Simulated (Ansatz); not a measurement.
**CdS: all-electron results**

```xyz
2
Lattice="0.0000 2.9430 2.9430 2.9430 0.0000 2.9430 2.9430 2.9430 0.0000" Properties=species:S:1:pos:R:3 pbc="T T T"
Cd    0.0000    0.0000    0.0000
S     4.4144    4.4144    4.4144
```

Atoms are numbered in the order listed.

Structure from Materials Project entry mp-2469 (possibly hypothetical), not relaxed further.

Methods: DFT, PBEsol, all-electron LAPW, scalar-relativistic (Ansatz 0.2.0); DFT, PBEsol, PAW with Ansatz's default frozen-core files, scalar-relativistic (Ansatz 0.2.0).

For LAPW: a Γ-centred 7×7×7 k mesh, Fermi–Dirac smearing of 0.02 eV, basis error target 0.5 meV/atom, no spin polarisation. PAW takes a cutoff of 420 eV at this cell (files made with PBE, cores remade for this functional). The Ansatz runs share mesh, smearing and spin set-up. Values come from LAPW unless marked.

```json
{
 "Band gap": "0.95 eV, direct at Γ",
 "Volume per atom": "25.49 Å³"
}
```

(1) Give the computed value. Pressure at this cell.

(2) Bader charges (from the PAW run): what does the calculation give?

(3) Predict this quantity. Löwdin charges (with 0.20 e of the cell spilling out of the atomic basis, so their sizes and signs hang on that basis).

Results:

(1) -1.78 GPa.

(2) Cd1 +0.82, S2 -0.82 e.

(3) Cd1 1.26, S2 -1.06 e.
